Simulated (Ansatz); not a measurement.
Crystal: WS2.

```
CELL_PARAMETERS angstrom
1.57900 0.91164 6.16333
-1.57900 0.91164 6.16333
0.00000 -1.82327 6.16333
ATOMIC_POSITIONS crystal
W 0.00000 0.00000 0.00000
S 0.58100 0.58100 0.58100
S 0.75030 0.75030 0.75030
```

Measurements of this composition are mostly on another form, of space group No. 194.

Base run:

* Program: Ansatz 0.2.0
* Functional: PBEsol
* Potentials or basis: all-electron LAPW, non-relativistic
* Cutoff: 262 eV
* Density cutoff: 1049 eV
* Basis error allowed: 0.002 eV/atom
* k mesh: 10 × 10 × 10
* Occupations: fermi-dirac, width 0.05 eV
* Spin: no spin polarisation

Its results: band gap on the k mesh 0.92 eV, indirect (least direct gap 2.19 eV); pressure 5.6 GPa; largest force 0.906 eV/Å.

Problem. After a change of settings the same cell gave: band gap on the k mesh 1.02 eV, indirect (least direct gap 2.23 eV); pressure -0.5 GPa; largest force 0.599 eV/Å. Which change was it?
A. potentials or basis from all-electron LAPW, non-relativistic to all-electron LAPW, scalar-relativistic; hubbard terms from none to W d U = 8 eV
B. functional from PBEsol to LDA; potentials or basis from all-electron LAPW, non-relativistic to all-electron LAPW, scalar-relativistic
C. potentials or basis from all-electron LAPW, non-relativistic to all-electron LAPW, inner shells corrected to Dirac's equation

Solution. C.

Caveats: spin-orbit coupling is left out, which moves the levels of the heavy elements; relativity is left out, which matters for the heavier elements (some runs).

Not every run made on this cell is shown here.
